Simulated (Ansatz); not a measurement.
**Pressure series of PbF2 (Fm-3m)**

```yaml
crystal:
  lattice:
    - [2.94934, 2.94934, 0.00000]
    - [-2.94934, 2.94934, 0.00000]
    - [0.00000, 2.94934, 2.94934]
  atoms:
    - { symbol: Pb, position: [0.00000, 0.00000, 0.00000] }
    - { symbol: F, position: [0.25000, 0.75000, 0.50000] }
    - { symbol: F, position: [0.75000, 0.25000, 0.50000] }
```

This is the zero-pressure cell under PBEsol. Cell and atoms are relaxed by PAW (default files of Ansatz 0.2.0, cutoff 420 eV, stress met within about 0.05 GPa) at each pressure, in this structure whether or not another phase would take over; P is the pressure reached, less that of this cell (which was relaxed on a denser, smeared mesh). Levels come from PBEsol, all-electron LAPW in Ansatz 0.2.0, scalar-relativistic; k mesh 8×8×8, fixed occupations, basis error target 0.5 meV/atom. Conduction levels are in eV over the valence top (at W), at fixed fractional wave vectors. Zone-centre phonons come from finite displacements by PAW, without the LO-TO term.

| P (GPa) | V/V₀ | X | L | W | Γ | T1u TO (cm⁻¹) | T2g (cm⁻¹) |
| --- | --- | --- | --- | --- | --- | --- | --- |
| -1.97 | 1.0280 | 4.304 | 4.938 | 5.945 | 6.662 | 91.5 | 235.9 |
| 0.00 | 1.0000 | 4.297 | 4.928 | 5.986 | 6.685 | 109.6 | 248.1 |
| 2.00 | ? | ? | ? | ? | ? | ? | ? |
| 3.99 | 0.9544 | 4.276 | 4.895 | 6.047 | 6.708 | 137.4 | 269.5 |
| 7.00 | 0.9265 | 4.257 | 4.865 | 6.081 | 6.711 | 153.9 | 283.4 |
| 9.99 | 0.9028 | 4.238 | 4.832 | 6.108 | 6.707 | 168.1 | 296.0 |
| 15.01 | 0.8691 | 4.204 | 4.772 | 6.143 | 6.688 | 188.4 | 314.8 |

Q: Fit the third-order Birch-Murnaghan equation to the rows shown.

A: With f = [(V₀/V)^(2/3) − 1]/2, the normalised pressure F = P/[3f(1 + 2f)^(5/2)] is 75.4 GPa at f = -0.0091, 77.8 GPa at f = 0.0158, 78.8 GPa at f = 0.0261, 79.6 GPa at f = 0.0353, 80.7 GPa at f = 0.0490. The line F = B₀[1 + (3/2)(B′ − 4)f] gives B₀ = 76.3 GPa and B′ = 4.8.

Q: What are the volume deformation potentials and pressure coefficients of these levels at zero pressure?

A: 

```
level  dE/dlnV (eV)  dE/dP = −(dE/dlnV)/B₀ (meV/GPa)  mean slope up to 4.0 GPa (meV/GPa)
    X          0.33                             -4.3                                -5.3
    L          0.49                             -6.4                                -8.1
    W         -1.42                             18.6                                15.3
    Γ         -0.72                              9.4                                 5.7
```

dE/dlnV is the slope of a cubic fit in ln V at V₀. The last column is read from two rows and shows how the slope bends with pressure.

Q: What mode Grüneisen parameters follow?

A: γ = −d ln ω/d ln V at V₀ from a quadratic fit in ln V: T1u 5.55, T2g 1.80.

Q: What belongs in the row at 2.00 GPa?

A: The fits give V/V₀ = 0.9756 and X = 4.288 eV. Computed: V/V₀ = 0.9756, X = 4.288, L = 4.913, W = 6.019, Γ = 6.700, T1u TO (cm⁻¹) = 124.6, T2g (cm⁻¹) = 259.3.

Keep in mind: no other phase was computed; many crystals of this kind change structure within this range, and rows or crossings beyond such a change describe a metastable lattice; no spin-orbit coupling on heavy atoms; the frozen-core PAW files of the relaxations were fitted under PBE, their cores solved anew for this functional; semilocal gaps are low, and the spacing of valleys can be off by tenths of an eV; levels are read at fixed fractional k, so an edge that moves off these points is missed.
